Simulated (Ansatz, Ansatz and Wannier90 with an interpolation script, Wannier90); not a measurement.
**Settings in Wannier-interpolated G0W0: AlN (F-43m)**

How do the Wannier model and the GW settings move the interpolated bands of AlN (F-43m)?

Method: maximally localised Wannier functions from the overlaps of LDA states (plane waves, PAW), in Wannier90 4.0.3.

### Step 1. Starting point

Symmetry: F-43m, No. 216, cubic system. Conventional cell: a = 4.368 Å, b = 4.368 Å, c = 4.368 Å, α = 90.00°, β = 90.00°, γ = 90.00°. Al has 4 N at 1.89 Å nearest. Nearest to N lie 4 Al at 1.89 Å. Farther neighbours and most contacts between anions are not listed.

The cell and positions are those that the Materials Project relaxed with its own functionals (PBE, PBE+U or r2SCAN), kept fixed. This is not the form that AlN usually takes at ambient conditions.

### Step 2. Wannier model on 10×10×10, by Wannier90

Localised functions give a small Hamiltonian that interpolates between mesh points at no cost.

File w.win:

```
num_iter = 1200
conv_tol = 1.0e-8
conv_window = 5
dis_num_iter = 4000
dis_conv_tol = 1.0e-8
dis_mix_ratio = 0.7
write_hr = true
use_ws_distance = false
num_print_cycles = 50
! ansatz wannier90 interface
! projections by site (counted from 0) and shell: 0 3S, 0 3P, 1 2P
! states of the run's bands (counted from 1): 1-13
num_bands = 13
num_wann  = 7
dis_win_min = 0.63
dis_win_max = 26.9
dis_froz_min = 0.63
dis_froz_max = 12.92
guiding_centres = true

begin unit_cell_cart
Ang
                      0.0               2.18399356               2.18399356
               2.18399356                      0.0               2.18399356
               2.18399356               2.18399356                      0.0
end unit_cell_cart

begin atoms_frac
Al                       0.0                      0.0                      0.0
N                       0.25                     0.25                     0.25
end atoms_frac

mp_grid = 10 10 10

[... the mesh's points ...]
```

Run with:

```
$ OMP_NUM_THREADS=1 mpirun -n 8 wannier90.x w > wannier90.x.log
```

Numbers of over 12 decimals in the logs are rounded to 6 here.

The log of the run:

```text
TEM
                                    ------

                              Lattice Vectors (Ang)
                    a_1     0.000000   2.183994   2.183994
                    a_2     2.183994   0.000000   2.183994
                    a_3     2.183994   2.183994   0.000000

                   Unit Cell Volume:      20.83455  (Ang^3)

                        Reciprocal-Space Vectors (Ang^-1)
                    b_1    -1.438462   1.438462   1.438462
                    b_2     1.438462  -1.438462   1.438462
                    b_3     1.438462   1.438462  -1.438462

 *----------------------------------------------------------------------------*
 |   Site       Fractional Coordinate          Cartesian Coordinate (Ang)     |
 +----------------------------------------------------------------------------+
 | al   1   0.00000   0.00000   0.00000   |    0.00000   0.00000   0.00000    |
 | n    1   0.25000   0.25000   0.25000   |    1.09200   1.09200   1.09200    |
 *----------------------------------------------------------------------------*
                                ------------
                                K-POINT GRID
                                ------------

             Grid size = 10 x 10 x 10      Total points = 1000

 *---------------------------------- MAIN ------------------------------------*
 |  Number of Wannier Functions               :                 7             |
 |  Number of Objective Wannier Functions     :                 7             |
 |  Number of input Bloch states              :                13             |
 |  Output verbosity (1=low, 5=high)          :                 1             |
 |  Timing Level (1=low, 5=high)              :                 1             |
 |  Optimisation (0=memory, 3=speed)          :                 3             |
 |  Length Unit                               :               Ang             |
 |  Post-processing setup (write *.nnkp)      :                 F             |
 |  Using Gamma-only branch of algorithms     :                 F             |
 *----------------------------------------------------------------------------*
 *------------------------------- WANNIERISE ---------------------------------*
 |  Total number of iterations                :              1200             |
 |  Number of CG steps before reset           :                 5             |
 |  Trial step length for line search         :             2.000             |
 |  Convergence tolerence                     :         0.100E-07             |
 |  Convergence window                        :                 5             |
 |  Iterations between writing output         :                50             |
 |  Iterations between backing up to disk     :               100             |
 |  Write r^2_nm to file                      :                 F             |
[...]
+--------------------------------------------------------------------+<-- CONV

 ------------------------------------------------------------------------------
 Initial State
  WF centre and spread    1  (  0.000000,  0.000000, -0.000000 )     2.38270377
  WF centre and spread    2  ( -0.000000,  0.000000,  0.000000 )     2.50364663
  WF centre and spread    3  ( -0.000000, -0.000000, -0.000000 )     2.50364663
[...]
Sum of centres and spreads (  3.275990,  3.275990,  3.275990 )    12.65507236

      0     0.127E+02     0.0000000000       12.6550723578       0.54  <-- CONV
        O_D=      0.0603998 O_OD=      4.8663396 O_TOT=     12.6550724 <-- SPRD
 ------------------------------------------------------------------------------
 Cycle:      1
[...]
Sum of centres and spreads (  3.275990,  3.275990,  3.275990 )    11.81492131

      1    -0.840E+00     0.2155785816       11.8149213067       0.55  <-- CONV
        O_D=      0.0962720 O_OD=      3.9903164 O_TOT=     11.8149213 <-- SPRD
 Delta: O_D=  0.3587223E-01 O_OD= -0.8760233E+00 O_TOT= -0.8401511E+00 <-- DLTA
 ------------------------------------------------------------------------------
 Cycle:     50
[...]
Sum of centres and spreads (  3.275990,  3.275990,  3.275990 )    11.39905288

     50    -0.144E-07     0.0000827123       11.3990528795       0.97  <-- CONV
        O_D=      0.0564763 O_OD=      3.6142437 O_TOT=     11.3990529 <-- SPRD
 Delta: O_D= -0.2242470E-05 O_OD=  0.2228045E-05 O_TOT= -0.1442481E-07 <-- DLTA
 ------------------------------------------------------------------------------

             <<<     Delta < 1.000E-08  over  5 iterations     >>>
             <<< Wannierisation convergence criteria satisfied >>>

 Final State
[...]
WF centre and spread    6  (  1.091997,  1.091997,  1.091997 )     0.84892710
  WF centre and spread    7  (  1.091997,  1.091997,  1.091997 )     0.84892710
  Sum of centres and spreads (  3.275990,  3.275990,  3.275990 )    11.39905285

         Spreads (Ang^2)       Omega I      =     7.728332955
        ================       Omega D      =     0.056474000
                               Omega OD     =     3.614245899
    Final Spread (Ang^2)       Omega Total  =    11.399052854
 ------------------------------------------------------------------------------

 Writing checkpoint file w.chk... done

 *---------------------------------------------------------------------------*
 |                               PLOTTING                                    |
 *---------------------------------------------------------------------------*

 *===========================================================================*
 |                             TIMING INFORMATION                            |
 *===========================================================================*
 |    Tag                                                Ncalls      Time (s)|
 |---------------------------------------------------------------------------|
 |kmesh: get                                        :         1         0.221|
 |overlap: read                                     :         1         0.760|
 |dis: main                                         :         1         0.547|
 |wann: main                                        :         1         0.493|
 |plot: main                                        :         1         0.079|
 *---------------------------------------------------------------------------*
 All done: wannier90 exiting
```

Wall time 3.3 s (8 MPI ranks of Arm Neoverse V2, shared host); 25 s of CPU time.

This step gave:

```
gauge-invariant spread     : 7.728 Å²
diagonal spread            : 0.05647 Å²
off-diagonal spread        : 3.614 Å²
total spread               : 11.40 Å²
disentanglement steps      : 140
r.m.s. interpolation error : 0.003212 eV
r.m.s. error near the gap  : 0.004053 eV
```

Near the gap the model misses directly solved bands by 4.1 meV r.m.s. and by 24 meV at most in the window tested. This tests the starting bands, not the corrections carried with them.

### Step 3. Wannier model on 10×10×10, by the program's own minimiser

This step: maximally localised Wannier functions, LDA, plane waves, PAW.

File input.yaml:

```yaml
crystal:
  lattice:
    - [0.0, 2.18399356, 2.18399356]
    - [2.18399356, 0.0, 2.18399356]
    - [2.18399356, 2.18399356, 0.0]
  atoms:
    - { symbol: Al, position: [0.0, 0.0, 0.0] }
    - { symbol: "N", position: [0.25, 0.25, 0.25] }
kpoints:
  mp_grid: { grid: [10, 10, 10] }
hamiltonian:
  xc: lda
scf:
  occupations: { method: fixed }
  n_extra_bands: 30
output:
  wannier:
    kmesh: [10, 10, 10]
    projections:
      - { species: Al, l: s, shell: 3 }
      - { species: Al, l: p, shell: 3 }
      - { species: "N", l: p, shell: 2 }
    minimise: true
    write_hr: true
    seedname: w
    conv_tol: 1.0e-06
    max_iter: 20000
    stability_check: false
    disentanglement:
      window: [0.63, 26.9]
      frozen_window: [0.63, 12.92]
      conv_tol: 1.0e-08
```

Run with:

```
$ ansatz run input.yaml --threads 12 --pin off --max-ram 22118MiB --backend cpu --events-out ev --progress --plain --runs-dir out
```

The log of the run:

```text
scf.n_extra_bands = 30 over 4 filled bands (N_el = 8.0): the run solves 34 bands
Engine: ansatz 0.2.0, aarch64-unknown-linux-gnu
Pseudopotentials: kind: paw
Pseudopotential: Al, paw, valence charge 3, recommended cutoff 420 eV (normal), Al.paw.azcp
Pseudopotential: N, paw, valence charge 5, recommended cutoff 420 eV (normal), N.paw.azcp
Functional definition: SPW92
  exchange = slater_x
  correlation = pw_c
Crystal: 2 atoms, lattice volume = 20.835 Å³
Basis set: ecut = 420 eV, 411 PW (Γ)
Bands: 34, of which v1, the nominal top of the filled ones, is band 4 counted from 1 (3 counted from 0)
Symmetry: 24 space group operations
Space group: F-43m (ITA 216), of the structure as read, at distance tolerance 2.8e-5 Å
k-points: 47 of 1000 (time reversal used)
Non-local potential: Al, projectors of the file, l = 0: 2, l = 1: 2, l = 2: 1
Non-local potential: N, projectors of the file, l = 0: 2, l = 1: 2, l = 2: 1
PAW form: soft (Blöchl's): semilocal exchange-correlation on the pseudo side does not see the compensation charge
PAW frozen core: Al, regenerated for the run's functional, and the local potential with it (the file was generated under x = pbe(κ = 0.804, μ = 0.219515), c = pbe(β = 0.066725))
PAW frozen core: N, regenerated for the run's functional, and the local potential with it (the file was generated under x = pbe(κ = 0.804, μ = 0.219515), c = pbe(β = 0.066725))
PAW one-centre angular grid: Al, 110 points (default); XC on 64 Gauss nodes
PAW one-centre angular grid: N, 110 points (default); XC on 64 Gauss nodes
[...]
SCF 1 converged in 6 iterations: F = -889.807658 eV  dr2 = 1.79e-11
[...]
NSCF: frozen V_eff on 50 k-points
the Wannier pass solved 50 of the 1000 points of its mesh, and has the states at the others by symmetry: states obtained by the crystal's operations at points that were solved too leave a residual of 5.04e-13 eV (read by the count's bands and the next), within 5.56e-6 eV
SCF converged after 6 iterations
Free energy (F): -889.807658 eV
Harris-Foulkes:  -889.807658 eV  (|F-HF|=5.80e-12)
Internal energy: -889.807658 eV  (E = F + TS)
E sigma→0 (E₀):  -889.807658 eV
Fermi energy:    6.675942 eV
--- Per-component energies (eV) ---
  E_band       = 13.336113
  E_kinetic    = 158.764462
  E_local      = -223.416564  (includes V_loc(G=0)·N_el)
  E_nonlocal   = 57.504096
  E_hartree    = 76.301270
  E_xc         = -100.518848
  E_vxc        = -107.484532  (∫ρ·V_xc dr)
  E_paw        = -561.974370  (= ΣΔE_a)
  E_vpaw       = -24.634031  (= ΣTr[D̂ρ^β])
  E_aug_tail   = 0.000091  (compensation charges beyond the density's cutoff)
  E_ewald      = -296.603555
  E_core_change = 0.135761  (= ΣΔE_core)
  E_smearing   = -0.000000  (= −TS)
  E_closure    = -0.000000  (closes the sum)
  Σ components = -889.807658   (vs F -889.807658, Δ=0.00e0)
--- Band table (eV; the first three rows and the last of 47) ---
  k-point 0: bands = [-8.1395, 6.6759, 6.6759, 6.6759, 10.9051, 19.0345, 19.0345, 19.0345, ... 26 higher]
  k-point 1: bands = [-7.9902, 5.8718, 6.6241, 6.6241, 11.5502, 18.6515, 19.1660, 19.1660, ... 26 higher]
  k-point 2: bands = [-7.5643, 4.2679, 6.4945, 6.4945, 12.6452, 17.8691, 19.1000, 19.1000, ... 26 higher]
  k-point 46: bands = [-5.3126, 2.5641, 3.5516, 4.0313, 12.3173, 17.3515, 18.9032, 19.1132, ... 26 higher]
Wannier search: line search 1 of at most 20000: gauge-dependent spread (as the search counts it) 4.0860940 Å², largest recent change 8.4e-1 Å² against conv_tol 1.0e-6 Å², 0 stops escaped
```

It took 4.2 s on 12 threads; peak memory 0.56 GiB.

Numbers from this step:

```
gauge-invariant spread     : 7.728 Å²
diagonal spread            : 0.05647 Å²
off-diagonal spread        : 3.614 Å²
total spread               : 11.40 Å²
least projectability       : 0.2035
localisation steps         : 39
disentanglement steps      : 128
r.m.s. interpolation error : 0.003212 eV
r.m.s. error near the gap  : 0.004054 eV
```

Near the gap the model misses directly solved bands by 4.1 meV r.m.s. and by 24 meV at most in the window tested. This tests the starting bands, not the corrections carried with them.

Frozen up to 6.24 eV; above it the model need not follow the bands. The electronic bands at the labelled points (eV, zero at the valence-band top; v1 is the highest filled band, c1 the lowest empty one):

```
    point     v3     v2     v1    c1     c2     c3     c4
        Γ   0.00   0.00   0.00  4.23  12.49  12.49  12.49
  halfway  -2.88  -0.99  -0.99  5.91  10.68  13.81  13.81
        X  -4.95  -1.79  -1.79  3.24  12.09  15.48  15.48
  halfway  -4.77  -2.49  -1.68  3.89  12.09  14.87  15.03
        U  -4.29  -3.66  -1.38  5.05  11.75  13.82  14.01
jump to K  -4.29  -3.66  -1.38  5.05  11.75  13.82  14.01
  halfway  -3.54  -1.52  -0.20  7.32  10.38  12.66  12.68
        Γ   0.00   0.00   0.00  4.23  12.49  12.49  12.49
  halfway  -3.26  -0.26  -0.26  6.46  11.00  12.68  12.68
        L  -5.89  -0.48  -0.48  7.43   9.90  11.81  11.81
  halfway  -5.18  -2.24  -1.13  7.05   9.75  12.67  13.59
        W  -3.81  -3.47  -2.72  5.96  11.81  12.25  15.44
  halfway  -4.60  -2.42  -2.31  4.49  12.15  13.72  15.39
        X  -4.95  -1.79  -1.79  3.24  12.09  15.48  15.48
```

The same for Kohn-Sham, solved directly:

```csv
point,v3,v2,v1,c1,c2,c3,c4
Γ,0.00,0.00,0.00,4.23,12.36,12.36,12.36
X,-4.95,-1.79,-1.79,3.24,8.42,13.75,15.48
U,-4.29,-3.66,-1.38,5.08,9.93,12.88,13.97
K,-4.29,-3.66,-1.38,5.08,9.93,12.88,13.97
Γ,0.00,0.00,0.00,4.23,12.36,12.36,12.36
L,-5.89,-0.48,-0.48,7.27,9.77,10.97,10.97
W,-3.81,-3.47,-2.72,5.96,11.24,11.83,11.98
X,-4.95,-1.79,-1.79,3.24,8.42,13.75,15.48
```

The first set of electronic bands as a text plot (rows in eV, shown from -5.9 to 9.2 only):

```
    8.9 |                                          +++
    8.3 |
    7.7 |                    +++                ++++++
    7.0 |                   +   +            +++      +
    6.4 |    ++                  +          +          ++
    5.8 |   +  +           +      ++       +             +++
    5.1 |  +    +         +         +    ++                 ++
    4.5 |++      +      ++           ++++
    3.9 |         ++   +                                      +
    3.3 |           +++                                        ++
    2.6 |
    2.0 |
    1.4 |
    0.7 |
    0.1 |***                    ************
   -0.5 | *****              ***  ****  **  *********
   -1.2 |   *  ***       ****    *  *              *****
   -1.8 |         *******      ** **      *          *  *      **
   -2.4 |    **        *     **            *          ** ******
   -3.1 |      *        *   *    *          *           *  **
   -3.7 |       *        ***    *                        ***
   -4.3 |        ***    ********             *          *   **
   -4.9 |           ****                      *       **      ***
   -5.6 |                                      *******
         Γ           X  U|K            Γ         L        W     X
```

(Part 1 of 2 ends here.)

[Paths, hosts, dates, memory and timing lines, banners, echoed tables and standing remarks are left out of the program output.]

[Logs are printed without paths, hosts, clocks, repeated set-up lines and the standing remarks that a program may print on its own settings, such as how far it seeks lower states.]

[Runs of the session that timed out or met a known fault of the program may be left out.]

[Hosts, paths, dates, database ids (printed as entryN), source tags and the programs' standing remarks are cut or masked in the printed files.]
